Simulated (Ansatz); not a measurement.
# Eigenvalues along a path: ZnS (rocksalt type)

```
CELL_PARAMETERS angstrom
0.00000 2.55176 2.55176
2.55176 0.00000 2.55176
2.55176 2.55176 0.00000
ATOMIC_POSITIONS crystal
Zn 0.00000 0.00000 0.00000
S 0.50000 0.50000 0.50000
```

The cell comes from a relaxation on PAW files under the same functional, begun from a prototype that needn't be the stable phase.

Computed with Ansatz 0.2.0; functional PBE, scalar-relativistic. Settings: a Γ-centred 14×14×14 k mesh, Fermi–Dirac smearing of 0.08 eV, no spin polarisation. Methods: LAPW: all electrons, basis error target 1 meV/atom.

Path points, in fractions of the reciprocal vectors: Γ (0.000, 0.000, 0.000), X (0.500, 0.000, 0.500), U (0.625, 0.250, 0.625), K (0.375, 0.375, 0.750), L (0.500, 0.500, 0.500), W (0.500, 0.250, 0.750). The distance column jumps between branches of the path. Levels in eV from the Fermi level; bands 9 to 19, counted from the lowest band of the run. The gap is zero, the pressure 0.04 GPa.

```
# k(1/Å) point b9 b10 b11 b12 b13 b14 b15 b16 b17 b18 b19
0.000 Γ -13.88 -6.39 -6.39 -6.38 -6.38 -6.38 -0.70 -0.70 -0.70 1.67 8.87
0.176 - -13.80 -6.43 -6.39 -6.39 -6.37 -6.37 -1.20 -0.80 -0.80 2.35 8.43
0.352 - -13.57 -6.54 -6.41 -6.38 -6.36 -6.36 -1.99 -1.08 -1.08 3.51 7.14
0.528 - -13.23 -6.67 -6.43 -6.36 -6.33 -6.33 -2.69 -1.47 -1.47 3.49 6.70
0.704 - -12.82 -6.73 -6.47 -6.34 -6.28 -6.28 -3.30 -1.88 -1.88 2.03 6.16
0.879 - -12.43 -6.60 -6.50 -6.33 -6.23 -6.23 -3.93 -2.25 -2.25 0.69 5.69
1.055 - -12.15 -6.52 -6.31 -6.22 -6.19 -6.19 -4.67 -2.51 -2.51 -0.13 5.41
1.231 X -12.05 -6.52 -6.31 -6.17 -6.17 -5.76 -5.26 -2.60 -2.60 -0.40 5.31
1.293 - -12.05 -6.52 -6.31 -6.18 -6.17 -5.77 -5.24 -2.69 -2.58 -0.30 5.35
1.356 - -12.04 -6.52 -6.33 -6.20 -6.17 -5.78 -5.19 -2.93 -2.52 -0.06 5.46
1.418 - -12.03 -6.52 -6.36 -6.24 -6.18 -5.80 -5.10 -3.24 -2.44 0.27 5.64
1.480 - -12.01 -6.53 -6.39 -6.27 -6.18 -5.84 -4.98 -3.56 -2.32 0.63 5.89
1.542 - -11.99 -6.54 -6.43 -6.31 -6.18 -5.88 -4.84 -3.86 -2.17 0.98 6.18
1.604 - -11.98 -6.55 -6.46 -6.35 -6.19 -5.93 -4.68 -4.12 -2.00 1.33 6.49
1.666 U -11.97 -6.59 -6.50 -6.38 -6.20 -5.99 -4.51 -4.33 -1.81 1.67 6.79
2.420 K -11.97 -6.59 -6.50 -6.38 -6.20 -5.99 -4.51 -4.33 -1.81 1.67 6.79
2.607 - -12.03 -6.76 -6.61 -6.45 -6.22 -6.12 -4.65 -3.89 -1.17 2.67 7.11
2.793 - -12.28 -6.87 -6.66 -6.48 -6.25 -6.18 -4.61 -3.18 -0.55 3.71 6.54
2.980 - -12.69 -6.77 -6.65 -6.47 -6.29 -6.22 -4.26 -2.43 -0.16 4.89 5.65
3.167 - -13.14 -6.60 -6.59 -6.45 -6.32 -6.27 -3.57 -1.73 -0.14 4.65 6.25
3.353 - -13.53 -6.50 -6.47 -6.41 -6.35 -6.33 -2.57 -1.17 -0.37 3.55 7.67
3.540 - -13.79 -6.43 -6.41 -6.39 -6.37 -6.37 -1.41 -0.82 -0.61 2.38 8.36
3.726 Γ -13.88 -6.39 -6.39 -6.38 -6.38 -6.38 -0.70 -0.70 -0.70 1.67 8.87
3.878 - -13.82 -6.41 -6.41 -6.39 -6.37 -6.37 -1.25 -0.69 -0.69 2.17 8.47
4.031 - -13.64 -6.46 -6.46 -6.41 -6.35 -6.35 -2.30 -0.63 -0.63 3.04 7.78
4.183 - -13.37 -6.52 -6.52 -6.47 -6.32 -6.32 -3.38 -0.54 -0.54 3.72 7.28
4.335 - -13.02 -6.59 -6.59 -6.59 -6.28 -6.28 -4.33 -0.44 -0.44 3.99 6.68
4.488 - -12.65 -6.82 -6.66 -6.66 -6.25 -6.25 -5.01 -0.33 -0.33 3.93 6.02
4.640 - -12.35 -7.10 -6.70 -6.70 -6.23 -6.23 -5.35 -0.25 -0.25 3.80 5.60
4.792 L -12.23 -7.23 -6.72 -6.72 -6.22 -6.22 -5.45 -0.21 -0.21 3.74 5.45
4.917 - -12.22 -7.20 -6.71 -6.70 -6.22 -6.22 -5.44 -0.51 -0.31 4.01 5.02
5.041 - -12.17 -7.09 -6.68 -6.66 -6.22 -6.22 -5.40 -1.19 -0.60 4.36 4.54
5.165 - -12.11 -6.94 -6.64 -6.60 -6.22 -6.20 -5.31 -1.98 -1.08 3.86 5.03
5.290 - -12.05 -6.79 -6.59 -6.53 -6.21 -6.16 -5.13 -2.73 -1.72 3.56 5.51
5.414 - -11.98 -6.68 -6.52 -6.49 -6.20 -6.06 -4.84 -3.37 -2.43 3.42 5.99
5.539 - -11.94 -6.63 -6.48 -6.47 -6.18 -5.94 -4.42 -3.82 -3.13 3.36 6.44
5.663 W -11.92 -6.61 -6.46 -6.46 -6.17 -5.88 -3.99 -3.99 -3.65 3.35 6.66
5.751 - -11.93 -6.59 -6.49 -6.43 -6.17 -5.88 -4.26 -3.72 -3.62 3.07 6.99
5.839 - -11.95 -6.54 -6.50 -6.39 -6.17 -5.87 -4.52 -3.54 -3.44 2.42 6.94
5.927 - -11.97 -6.51 -6.48 -6.34 -6.17 -5.85 -4.75 -3.39 -3.18 1.67 6.40
6.015 - -12.00 -6.52 -6.41 -6.29 -6.17 -5.82 -4.95 -3.19 -2.95 0.93 5.95
6.103 - -12.03 -6.52 -6.35 -6.23 -6.17 -5.79 -5.12 -2.94 -2.76 0.28 5.61
6.191 - -12.05 -6.52 -6.32 -6.19 -6.17 -5.77 -5.22 -2.70 -2.64 -0.21 5.39
6.279 X -12.05 -6.52 -6.31 -6.17 -6.17 -5.76 -5.26 -2.60 -2.60 -0.40 5.31
```
